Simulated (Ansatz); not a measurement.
**From the elastic tensor of Ge at 3 GPa (stress–strain coefficients) to moduli and sound speeds**

These are results of Ansatz, DFT PBEsol, scalar-relativistic, plane waves, PAW, not measurements. Settings: 420 eV plane-wave cutoff, Γ-centred 12×12×8 mesh, Fermi-Dirac smearing of 0.15 eV. No spin polarisation.

It takes space group P6_3/mmc (No. 194, hexagonal). The conventional cell has a = 3.942 Å, b = 3.942 Å, c = 6.513 Å, α = 90.00°, β = 90.00°, γ = 120.00°. Ge (site symmetry 3m) is surrounded by 4 Ge at 2.42 to 2.43 Å.

In a metal, frequencies and elastic constants depend on the k mesh and the smearing, soft modes and shear constants most.

Relaxed-ion constants (GPa, on the Cartesian axes of the calculation):
```
150.2  53.9  37.1   0.0   0.0   0.0
 53.9 150.2  37.1   0.0   0.0   0.0
 37.1  37.1 175.9   0.0   0.0   0.0
  0.0   0.0   0.0  38.3   0.0   0.0
  0.0   0.0   0.0   0.0  38.3   0.0
  0.0   0.0   0.0   0.0   0.0  48.2
```

Density 5.504 g/cm³; 4 atoms in 87.65 Å³.

The values that follow are for a polycrystal of randomly turned grains, by Hill's mean where one number stands.

With S = C⁻¹: B_V = (C11+C22+C33+2(C12+C13+C23))/9, G_V = (C11+C22+C33−C12−C13−C23+3(C44+C55+C66))/15, 1/B_R = S11+S22+S33+2(S12+S13+S23), 15/G_R = 4(S11+S22+S33−S12−S13−S23)+3(S44+S55+S66); Hill is their mean. Then v_l = √((B+4G/3)/ρ), v_t = √(G/ρ), v_m = [(2/v_t³+1/v_l³)/3]^(−1/3) and Θ = (ħ/k_B)·v_m·(6π²n/V)^(1/3) for n atoms in the volume V; E = 9BG/(3B+G), ν = (3B−2G)/(2(3B+G)) and A^U = 5G_V/G_R + B_V/B_R − 6.

```json
{"Bulk modulus, Voigt / Reuss / Hill": "81.4 / 81.3 / 81.4 GPa", "Shear modulus, Voigt / Reuss / Hill": "48.2 / 46.1 / 47.1 GPa", "Young's modulus": "119 GPa", "Poisson ratio": "0.257", "Pugh ratio B/G": "1.73", "Universal anisotropy index": "0.23", "Longitudinal and transverse sound speeds": "5119 and 2927 m/s", "Debye temperature from the mean sound speed": "346 K"}
```

This form isn't the element's structure at ambient conditions. The bands overlap by little, and semilocal functionals make gaps too small, so the missing gap can be the functional's error and not a sign of a true metal.

Cost: 1 run of about 11 core-minutes, on AMD EPYC 7R43 (Zen 3) (shared hosts).

The elastic tensor is that of a tetrahedral covalent network in the hexagonal-diamond arrangement, stiffest along c (C33 = 175.9 GPa against C11 = 150.2 GPa). One of the four bonds at each atom lies along this axis, so axial strain acts directly on bond lengths, while in-plane strain is taken up more by bending bond angles. Shear of the basal bilayers over one another is also mainly angle bending, consistent with C44 lying below C66. Directional sp³ bonding keeps the shear modulus sizeable relative to the bulk modulus, and the Pugh ratio of 1.73 gives no reason to expect metal-like ductility.

Hexagonal Ge is known as a narrow direct-gap semiconductor at ambient pressure, so the band overlap here is probably an artefact of the functional. The stiffness constants satisfy the criteria for stability against small homogeneous strains at this pressure, but this establishes neither dynamical stability at finite wavevector nor a thermodynamic preference over cubic diamond.
